Bond length is easy to measure and bond strength is not, so it is tempting to rank tetrahedral materials, or to choose starting values for an interatomic potential, by length alone. The table shows how far that shortcut can be trusted. All five elements sit in the same lattice, where each atom has four neighbours and owns a half share in four bonds. Binding below means the energy less free atoms with its sign reversed, so a larger number means a more tightly bound solid.

Ansatz 0.2.0, all-electron LAPW with LDA, scalar-relativistic and without spin polarisation, for elements in space group Fd-3m, with two atoms per fixed cell, both on site M. Fermi-Dirac smearing is 0.03 to 0.08 eV, k meshes are 9×9×9 to 14×14×14, and the basis error target is 0.25 to 0.5 meV/atom. Free atoms are spherical and spin-unpolarised; pressure is positive in compression.

| element | Z | group | period | cell | volume (Å³/atom) | shortest distance from M (Å) | energy less free atoms (eV/atom) | pressure (GPa) |
| --- | --- | --- | --- | --- | --- | --- | --- | --- |
| Al | 13 | 13 | 3 | relaxed with PAW | 27.64 | 2.62 | -3.38 | -1.9 |
| C | 6 | 14 | 2 | Materials Project cell | 5.643 | 1.54 | -10.14 | -10.8 |
| Si | 14 | 14 | 3 | measured cell (COD) | 20.02 | 2.35 | -5.95 | -1.6 |
| Ge | 32 | 14 | 4 | measured cell (COD) | 22.64 | 2.45 | -5.19 | -1.3 |
| Sn | 50 | 14 | 5 | measured cell (COD) | 34.19 | 2.81 | -4.46 | -0.4 |

The shortcut gets the order right down group 14, from C to Sn, and fails for Al, whose bonds are shorter than those of Sn although its binding is weaker. Al heads the table but is read last here, because the group-14 rows supply the yardstick for it.

**From C to Si**

Binding comes from the coupling of orbitals on neighbouring atoms, and the computed energy levels let us watch that coupling weaken. The levels used here are those at the centre of the Brillouin zone, where all cells are in step. The s orbitals of the two atoms in a cell then combine in phase or out of phase, giving a low and a high level. If only nearest neighbours couple, the splitting of this pair measures the s coupling, and its midpoint marks the s energy in the crystal. A similar pair of p-like levels does the same for p. The real upper levels contain some other orbitals too, so these readings are guides.

From C to Si both splittings shrink by a factor of 2.2 to 2.3. The inverse square of the bond length, the usual rule for such couplings, gives 2.3 as well. Binding falls more gently, by a factor of 1.7. The two need not keep step, because binding is what remains after the repulsion of overlapping electron clouds and the cost of lifting electrons from s to p have been paid. The calculation doesn't print these parts separately, so the reason for the gentler fall stays open.

Part of the large drop after C belongs to the free atoms. They were computed without spin polarisation, which places them too high in energy and exaggerates binding by roughly 1 eV in C and by less in the other rows. A rough correction leaves the order of all five elements unchanged. LDA is also known to overbind solids, so even the corrected values are expected to be too large. The large negative pressure of C means that its cell is slightly larger than LDA prefers, but in so stiff a crystal the energy cost is only a few meV per atom.

A power law fitted to the four group-14 rows sums up the stretch from C to Sn:

$$B \approx 18.4\,d^{-1.37}$$

Here $B$ is the binding in eV per atom and $d$ the bond length in angstrom, the table's shortest distance from M. With two constants for four rows it is a summary, not a law. Length and binding are both products of the same bonding, so the fit doesn't make one the cause of the other.

**From Si to Ge**

This is the irregular step. The bond grows by only 4%, yet binding drops by 13%. Ge lies about 0.4 eV below a smooth curve drawn from Si to Sn, and the rough spin correction hardly alters the steepness of the step. Something other than distance has changed.

What has changed is the atom's core. Between Si and Ge the 3d shell has been filled, and its electrons screen the added nuclear charge poorly. The valence shell is therefore drawn inward, which is the expected reason why the bonds of Ge are barely longer than those of Si. The 4s electrons penetrate to the nucleus more than the 4p electrons do, so they are pulled down further. The computed levels agree: the s midpoint lies 7.8 eV below the p midpoint in Ge, against 5.7 eV in Si.

A deep s level weakens binding because a tetrahedral bond needs s and p character together. The free atom keeps two electrons in s, and mixing them into bonds costs more when s lies far below p. The size of this effect remains open. If each atom paid the full price of moving one electron from s to p, rough atomic values would more than explain the shortfall of Ge, so either only part is paid or other changes offset some of it. The s coupling weakens as well: the splitting of the s-like pair falls by a factor of 1.2 from Si to Ge, where the inverse square of the bond length gives only 1.09, so part of the loss may come from there, although the splitting of the p-like pair doesn't shrink at all. These level readings are approximate, since LDA puts empty levels too low. In Ge the upper s-like level even slips just below the top of the valence band, which wrongly closes the gap.

The same deep level sets a trap for anyone who reads bond strength from the width of the valence band. Ge has a wider valence band than Si, 12.8 against 12.0 eV, although its bonds are longer and its binding is weaker. The band is wide because its s-like bottom has sunk.

**From Ge to Sn**

Here the bond grows by 15% and binding falls by 14%. The loss is about the same fraction as in the step before, but it is spread over a stretch more than three times as large. A likely reason is that Sn, like Ge, has a filled d shell just beneath its valence electrons, so the change that entered at Ge is not a new cost. The reading can be tested, because the Sn run prints its upper s-like level too: the s midpoint should then lie about as far below the p midpoint as in Ge. That separation is not worked out here, so the reading remains a conjecture. Spin-orbit coupling is missing too. It would lower the free Sn atom more than the crystal and so weaken the binding somewhat further.

**Back to Al**

Al brings three valence electrons per atom where group 14 brings four. The cell therefore has six electrons for four bonding bands, which could hold eight. The calculation shows the gap in the filling directly: the top of the bonding bands lies 2.1 eV above the Fermi level, so bonding states stand empty. The next band also starts above the Fermi level, so all six electrons are in bonding bands.

If every electron in the bonding bands is taken to add the same share of the binding, that count gives an estimate with no new constant. At Al's bond length of 2.62 angstrom the group-14 line predicts 4.92 eV per atom, and three quarters of this is

$$0.75 \times 4.92 = 3.69\ \text{eV per atom}$$

The computed binding is 3.38 eV, so the estimate is 9% too strong. Al took no part in the fit, so this is a check from outside it, though on one row only.

Part of the remaining miss is expected to come from the free atoms. Leaving out their spin polarisation exaggerates the binding of the group-14 rows, and with it the line, more than that of Al. The equal shares are a first guess as well, since the states left empty in Al are the highest of the bonding bands and need not count as much as the rest. The row also describes a hypothetical crystal, since real Al is close-packed, and its binding should not be set against the measured cohesive energy of the metal.

The printed output below gives the fit and the level separations of C, Si and Ge. The rows are a selection, since failed runs and some others are left out, and the cells were not relaxed with the method used here. Within this table, the ranking follows from counting the electrons in bonding bands first and comparing bond lengths only where that count is the same. Even then length gives the order and not the size of each step: between Si and Ge, where the filled 3d shell enters, the small difference in length understates the difference in strength.

Output of the analysis:

```
fit of log(B) on 4 rows (group == 14): constant 2.915 +/- 0.075, coefficient of log(dv) -1.373 +/- 0.09; rms 0.0285, worst Si -0.0425, leave-one-out rms 0.0498
  rows outside the fit (model, value, miss): Al 1.593, 1.218, 0.375
Binding and valence bands in eV:
  row  binding  group-14 line  line less binding  valence width  binding less rough spin energy
   Al     3.38           4.92               1.54          9.947                            3.23
    C    10.14          10.18            0.04046          21.38                            8.94
   Si     5.95          5.702            -0.2478          11.96                            5.25
   Ge     5.19           5.39             0.2001          12.82                            4.59
   Sn     4.46          4.463           0.003262          10.75                            3.96
Si to Ge, bond longer by (%): 4.185
Si to Ge, binding weaker by (%): 12.77
Ge to Sn, bond longer by (%): 14.73
Ge to Sn, binding weaker by (%): 14.07
Si to Ge, local power of bond length: 3.333
the same after rough spin correction: 3.277
Ge below a power law drawn from Si to Sn (eV): 0.3787
C over Si, binding ratio: 1.704
C over Si, inverse square of bond length: 2.326
C over Si, splitting of s-like pair: 2.314
C over Si, splitting of p-like pair: 2.199
Si over Ge, splitting of s-like pair: 1.199
C, s-p separation from midpoints (eV): 6.644
Si, s-p separation from midpoints (eV): 5.656
Ge, s-p separation from midpoints (eV): 7.769
Ge less Si, binding plus full promotion cost from rough atomic levels (eV): 0.44
Al, top of bonding bands above Fermi level (eV): 2.085
Al, start of fifth band above Fermi level (eV): 1.99
Al, three quarters of group-14 line (eV): 3.69
Al, that estimate less binding (eV): 0.3097
Group 14, largest strain energy of the fixed cells, rough (meV per atom): 4.668
```
